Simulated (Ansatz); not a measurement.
The system is BaTiO3.

```xyz
5
Lattice="2.8277 1.6326 2.3177 -2.8277 1.6326 2.3177 0.0000 -3.2651 2.3177" Properties=species:S:1:pos:R:3 pbc="T T T"
Ba   -2.7004    1.6624    2.3728
Ti   -0.0605   -0.0667    3.6407
O    -0.0308   -1.5655    4.5301
O    -1.4487    0.8432    4.4791
O     1.4127    0.7592    4.5299
```

- Program: Ansatz 0.2.0
- Task: relaxation of cell and atoms
- Functional: PBEsol
- Potentials or basis: Ansatz PAW
- Cutoff: 420 eV (not typed: the program's choice for these potentials)
- k mesh: 7 × 7 × 7
- Occupations: fermi-dirac, width 0.05 eV
- Spin: no spin polarisation
- Hubbard terms: Ti d U = 5 eV

At the start: volume 12.84 Å³/atom.

Task: How do energy, volume and symmetry change on relaxing?

Result: It ends after 9 steps and the volume is 12.64 Å³/atom (-1.6 %); space group Pm-3m (No. 221, to 0.05 Å).

The path:
| step | energy change (eV) | largest force (eV/Å) | volume (Å³) |
| --- | --- | --- | --- |
| 1 | 0.0000 | 2.6525 | 64.20 |
| 2 | -0.1742 | 1.2600 | 65.40 |
| 3 | -0.3142 | 0.0190 | 62.34 |
| 4 | -0.3216 | 0.0100 | 63.51 |
| 5 | -0.3237 | 0.0025 | 63.20 |
| 6 | -0.3237 | 0.0003 | 63.21 |
| 7 | -0.3204 | 0.0003 | 63.21 |
| 8 | -0.3206 | 0.0002 | 63.18 |
| 9 | -0.3204 | 0.0002 | 63.18 |

Final structure:
```yaml
crystal:
  lattice:
    - [2.81626, 1.62597, 2.29948]
    - [-2.81626, 1.62598, 2.29948]
    - [0.00000, -3.25195, 2.29948]
  atoms:
    - { symbol: Ba, position: [0.99574, 0.99576, 0.99574] }
    - { symbol: Ti, position: [0.49574, 0.49578, 0.49575] }
    - { symbol: O, position: [0.49574, 0.49573, 0.99574] }
    - { symbol: O, position: [0.49574, 0.99571, 0.49573] }
    - { symbol: O, position: [0.99574, 0.49573, 0.49574] }
```

Caveat: the plane-wave basis is chosen anew once the cell has moved, so the energies of steps on either side of that aren't comparable; the pressure holds a Pulay correction of +0.6 GPa for the finite cutoff; the PAW data sets come from PBE, with cores solved anew for the run's functional, which leaves a small shift of forces and pressure.
